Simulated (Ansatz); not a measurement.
Runs of Ansatz 0.2.0 on Ag. The cell holds a slab with vacuum, 6 atoms: a = 2.930 Å, b = 2.930 Å, c = 26.975 Å, α = 90.00°, β = 90.00°, γ = 120.00°. The slab is cut from a database's or a generator's crystal, which needn't be the stable form of the element.

| level | cutoff (eV) | gap on the mesh (eV) | largest force (eV/Å) | work function (eV) |
| --- | --- | --- | --- | --- |
| BLYP | 420 | none | (a) | 4.30 |
| r2SCAN | 500 | none | 0.13 | 4.46 |
| RPBE | 420 | none | (d) | (c) |
| revPBE | 420 | none | 0.14 | 4.32 |
| LDA | 420 | none | 0.50 | (b) |
| PBEsol | 420 | none | 0.30 | 4.62 |

Alike in all rows: task projected density of states; potentials or basis Ansatz PAW; no spin polarisation; cell the (0 0 1) slab of Ag, cut from the database cell, not relaxed; k mesh 10 × 10 × 1; smearing fermi-dirac 0.05 eV.

Estimate the missing entries.

(a) 0.33; (b) 4.92; (c) 4.29; (d) 0.19.

Caveats: the PAW data sets come from PBE, with cores solved anew for the run's functional, which leaves a small shift of forces and pressure; the density of states is complete only up to the lowest level of the last band computed.

A k mesh can miss the band edges, and the runs leave out spin-orbit coupling on Ag.

A gap of «none» marks a metal or a gap under the smearing width.

Runs at the PBE level aren't shown here.
